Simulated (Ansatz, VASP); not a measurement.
## BiTe in VASP and in Ansatz

```xyz
2
Lattice="0.0000 3.2880 3.2880 3.2880 0.0000 3.2880 3.2880 3.2880 0.0000" Properties=species:S:1:pos:R:3 pbc="T T T"
Bi    0.0000    0.0000    0.0000
Te    3.2880    3.2880    3.2880
```

Alike in both runs: task single point; functional PBE; k mesh 6 × 6 × 6; occupations fermi-dirac, width 0.1 eV; no spin polarisation.

|  | VASP | Ansatz |
| --- | --- | --- |
| version | VASP 6.6.1 | Ansatz 0.2.0 |
| potentials or method | VASP PAW PBE potentials, release 64 (Bi_d, Te) | plane waves, PAW |
| plane-wave cutoff (eV) | 520 | 435 |
| valence electrons in the cell | 21 | 31 |

Ansatz gave:

| Item | Value |
| --- | --- |
| pressure (GPa) | -1.3 |

**Question.** Which values does VASP return?

**Answer.** Pressure (GPa): -1.4.

The two sets of potentials don't hold the same shells in valence. Ansatz warned: «stress_scf_threshold_loose».
